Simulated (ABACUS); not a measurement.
## Ir under changes of volume

One of the cells (14.059 Å³/atom); the others are scaled copies at fixed shape and fractional positions:

```
Ir
1.0
     0.00000    1.91560    1.91560
     1.91560    0.00000    1.91560
     1.91560    1.91560    0.00000
Ir
1
Cartesian
  0.0000 0.0000 0.0000
```

| Property | Result |
| --- | --- |
| Program | ABACUS 3.10.1 |
| Functional | PBE |
| Potentials or basis | PseudoDojo NC SR 0.4.1 PBE standard |
| Cutoff | 1361 eV |
| Density cutoff | 5442 eV |
| Basis | TZDP LCAO (the cutoffs set its grid) |
| k mesh | 12 × 12 × 12 |
| Occupations | fermi-dirac, width 0.05 eV |
| Spin | no spin polarisation |

```tsv
volume (Å³/atom)	energy over the lowest point (meV/atom)	pressure (GPa)
13.215	?	?
13.496	82.33	29.4
13.778	39.51	19.7
14.059	12.59	11.1
14.340	0.00	3.5
14.621	0.24	-3.4
14.902	11.60	-9.4
```

Q: What does the run at 13.215 Å³/atom give?

A: Energy over the lowest point 143.19 meV/atom; pressure 40.3 GPa.

Worked out: A Birch-Murnaghan fit of order 3 (a polynomial in V^(-2/3)) to the other rows has its minimum at 14.48 Å³/atom with B0 = V·E''(V) = 353 GPa and B' = 4.8. It gives 142.98 meV/atom at 13.215 Å³/atom, against the run's 143.19, and -dE/dV = 40.1 GPa, against 40.3.

Energies are extrapolated to zero smearing.

Caveats: the atomic orbitals were generated for these runs and aren't a published set; the basis of atomic orbitals isn't converged, which shifts pressures, moduli and gaps.
